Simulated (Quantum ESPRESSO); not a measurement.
Input of a Quantum ESPRESSO 7.5 run:

File pw.in:

```
&CONTROL
  calculation = 'scf'
  prefix = 'pwscf'
  outdir = './tmp'
  pseudo_dir = './pseudo'
  tprnfor = .true.
  tstress = .true.
  disk_io = 'low'
/
&SYSTEM
  ibrav = 0
  nat = 2
  ntyp = 2
  ecutwfc = 88
  nbnd = 15
  input_dft = 'pz'
  occupations = 'smearing'
  smearing = 'fd'
  degauss = 0.00367493
/
&ELECTRONS
  conv_thr = 4d-10
  electron_maxstep = 120
  mixing_beta = 0.5
/
ATOMIC_SPECIES
Ga    69.7230 Ga_ONCV_PBE-1.2.upf
N     14.0070 N_ONCV_PBE-1.2.upf
CELL_PARAMETERS bohr
   0.0000000000    4.2584989699    4.2584989699
   4.2584989699    0.0000000000    4.2584989699
   4.2584989699    4.2584989699    0.0000000000
ATOMIC_POSITIONS bohr
Ga     0.0000000000    0.0000000000    0.0000000000
N      2.1292494849    2.1292494849    2.1292494849
K_POINTS automatic
10 10 10 0 0 0
```

The input bands.in:

```
&CONTROL
  calculation = 'bands'
  prefix = 'pwscf'
  outdir = './tmp'
  pseudo_dir = './pseudo'
  disk_io = 'low'
  verbosity = 'high'
/
&SYSTEM
  ibrav = 0
  nat = 2
  ntyp = 2
  ecutwfc = 88
  nbnd = 15
  input_dft = 'pz'
  occupations = 'smearing'
  smearing = 'fd'
  degauss = 0.00367493
/
&ELECTRONS
  conv_thr = 1d-08
  electron_maxstep = 120
  mixing_beta = 0.5
  diago_full_acc = .true.
  startingwfc = 'random'
/
ATOMIC_SPECIES
Ga    69.7230 Ga_ONCV_PBE-1.2.upf
N     14.0070 N_ONCV_PBE-1.2.upf
CELL_PARAMETERS bohr
   0.0000000000    4.2584989699    4.2584989699
   4.2584989699    0.0000000000    4.2584989699
   4.2584989699    4.2584989699    0.0000000000
ATOMIC_POSITIONS bohr
Ga     0.0000000000    0.0000000000    0.0000000000
N      2.1292494849    2.1292494849    2.1292494849
K_POINTS crystal
60
 0.0000000000  0.0000000000  0.0000000000 1
 0.0625000000  0.0000000000  0.0625000000 1
 0.1250000000  0.0000000000  0.1250000000 1
 0.1875000000  0.0000000000  0.1875000000 1
 0.2500000000  0.0000000000  0.2500000000 1
 0.3125000000  0.0000000000  0.3125000000 1
 0.3750000000  0.0000000000  0.3750000000 1
 0.4375000000  0.0000000000  0.4375000000 1
 0.5000000000  0.0000000000  0.5000000000 1
 0.5000000000  0.0625000000  0.5625000000 1
 0.5000000000  0.1250000000  0.6250000000 1
 0.5000000000  0.1875000000  0.6875000000 1
 0.5000000000  0.2500000000  0.7500000000 1
 0.4375000000  0.3125000000  0.7500000000 1
 0.3750000000  0.3750000000  0.7500000000 1
 0.3375000000  0.3375000000  0.6750000000 1
 0.3000000000  0.3000000000  0.6000000000 1
 0.2625000000  0.2625000000  0.5250000000 1
 0.2250000000  0.2250000000  0.4500000000 1
 0.1875000000  0.1875000000  0.3750000000 1
 0.1500000000  0.1500000000  0.3000000000 1
 0.1125000000  0.1125000000  0.2250000000 1
 0.0750000000  0.0750000000  0.1500000000 1
 0.0375000000  0.0375000000  0.0750000000 1
 0.0000000000  0.0000000000  0.0000000000 1
 0.0625000000  0.0625000000  0.0625000000 1
 0.1250000000  0.1250000000  0.1250000000 1
 0.1875000000  0.1875000000  0.1875000000 1
 0.2500000000  0.2500000000  0.2500000000 1
 0.3125000000  0.3125000000  0.3125000000 1
 0.3750000000  0.3750000000  0.3750000000 1
 0.4375000000  0.4375000000  0.4375000000 1
 0.5000000000  0.5000000000  0.5000000000 1
 0.5250000000  0.4500000000  0.5250000000 1
 0.5500000000  0.4000000000  0.5500000000 1
 0.5750000000  0.3500000000  0.5750000000 1
 0.6000000000  0.3000000000  0.6000000000 1
 0.6250000000  0.2500000000  0.6250000000 1
 0.5833333333  0.2500000000  0.6666666667 1
 0.5416666667  0.2500000000  0.7083333333 1
 0.5000000000  0.2500000000  0.7500000000 1
 0.5000000000  0.2857142857  0.7142857143 1
 0.5000000000  0.3214285714  0.6785714286 1
 0.5000000000  0.3571428571  0.6428571429 1
 0.5000000000  0.3928571429  0.6071428571 1
 0.5000000000  0.4285714286  0.5714285714 1
 0.5000000000  0.4642857143  0.5357142857 1
 0.5000000000  0.5000000000  0.5000000000 1
 0.4821428571  0.4821428571  0.5357142857 1
 0.4642857143  0.4642857143  0.5714285714 1
 0.4464285714  0.4464285714  0.6071428571 1
 0.4285714286  0.4285714286  0.6428571429 1
 0.4107142857  0.4107142857  0.6785714286 1
 0.3928571429  0.3928571429  0.7142857143 1
 0.3750000000  0.3750000000  0.7500000000 1
 0.6250000000  0.2500000000  0.6250000000 1
 0.5937500000  0.1875000000  0.5937500000 1
 0.5625000000  0.1250000000  0.5625000000 1
 0.5312500000  0.0625000000  0.5312500000 1
 0.5000000000  0.0000000000  0.5000000000 1
```

Potentials or basis: SG15 PBE 1.2.

Run with:

```bash
$ OMP_NUM_THREADS=1 pw.x -in pw.in > pw.out
$ OMP_NUM_THREADS=1 pw.x -in bands.in > bands.out
```

(1) Predict the pressure.

(2) What does it give for the band gap on the k mesh?

(3) Estimate the band gap along the path.

Results:

(1) -4.4 GPa.

(2) 1.54 eV, direct.

(3) 1.54 eV, direct.

Caveat: the potentials were made for another functional, which shifts forces and pressure.

**What was measured.**

A printed reference work, textbook reports, for a bulk crystal of GaN at 0 K: band gap 3.299 eV (direct).

Measured gap of GaN: 3.299 eV (direct; 0 K; a printed reference work, textbook). This calculation gives 1.54 eV (-1.76 eV). So large a miss can be the level of theory's own, or it may mean another phase, state or a wrong row. Spin-orbit coupling on Ga is left out. The value is that of LDA, without temperature or zero-point motion. Semilocal functionals fall short of measured gaps as a rule. The cell is a database's relaxed one, not the measured one, which moves gaps too.
